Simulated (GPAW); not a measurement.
A run of GPAW 26.7.0 is set up as follows.

run.py

```python
from ase import Atoms
from ase.dft.bandgap import bandgap
from ase.io import write
from ase.units import Bohr, GPa
from gpaw import GPAW, PW, setup_paths
from gpaw.elf import elf_from_dft_calculation

setup_paths.insert(0, '.')

atoms = Atoms(['Se', 'Se', 'Se', 'Se', 'Se', 'Se', 'Se', 'Se', 'Zn', 'Zn', 'Zn', 'Zn'],
              cell=[[6.374129, 0.0, 0.0],
                    [0.0, 6.374129, 0.0],
                    [0.0, 0.0, 6.374129]],
              scaled_positions=[[0.391477, 0.391477, 0.391477],
                                [0.608523, 0.891477, 0.108523],
                                [0.108523, 0.608523, 0.891477],
                                [0.891477, 0.108523, 0.608523],
                                [0.608523, 0.608523, 0.608523],
                                [0.391477, 0.108523, 0.891477],
                                [0.891477, 0.391477, 0.108523],
                                [0.108523, 0.891477, 0.391477],
                                [0.0, 0.0, 0.0],
                                [0.0, 0.5, 0.5],
                                [0.5, 0.0, 0.5],
                                [0.5, 0.5, 0.0]],
              pbc=True)

calc = GPAW(mode=PW(600),
            xc='PBEsol',
            kpts={'size': (4, 4, 4), 'gamma': True},
            occupations={'name': 'fermi-dirac', 'width': 0.05},
            nbands=76,
            convergence={'density': 1e-05, 'energy': 1e-05},
            maxiter=150,
            txt='gpaw.txt')
atoms.calc = calc
energy = atoms.get_potential_energy()
forces = atoms.get_forces()
stress = atoms.get_stress()
calc.write('gs.gpw')
write('result.traj', atoms)
print(f'Energy: {energy:.6f} eV')
print('Forces (eV/A):')
print(forces.round(4))
print('Stress (GPa):', (stress / GPa).round(3))
print('Fermi level:', round(calc.get_fermi_level(), 4), 'eV')
print(f'Gap: {bandgap(calc)[0]:.4f} eV, direct: {bandgap(calc, direct=True)[0]:.4f} eV')

# fields on the real-space grid
write('density.cube', atoms, data=calc.get_pseudo_density() * Bohr**3)
write('potential.cube', atoms, data=calc.get_electrostatic_potential())
write('elf.cube', atoms, data=elf_from_dft_calculation(calc).data)
```

Potentials or basis: PAW data sets generated in the run's folder for this functional, pw.

Command:

```console
$ gpaw-setup -f PBEsol Se Zn
$ OMP_NUM_THREADS=1 python run.py
```

Question: Predict the pressure.

Answer: -3.9 GPa.

Question: Estimate the largest force.

Answer: 0.026 eV/Å.

Question: Predict the band gap on the k mesh.

Answer: 0.73 eV, indirect (least direct gap 0.87 eV).

Forces in eV/Å, atoms in the order of the input:
```
Se   0.015  0.015  0.015
Se  -0.015  0.015 -0.015
Se  -0.015 -0.015  0.015
Se   0.015 -0.015 -0.015
Se  -0.015 -0.015 -0.015
Se   0.015 -0.015  0.015
Se   0.015  0.015 -0.015
Se  -0.015  0.015  0.015
Zn   0.000  0.000  0.000
Zn   0.000  0.000  0.000
Zn   0.000  0.000  0.000
Zn   0.000  0.000  0.000
```

A k mesh can miss the band edges. Expect the measured gap to be larger: semilocal functionals such as PBEsol lack the derivative discontinuity.
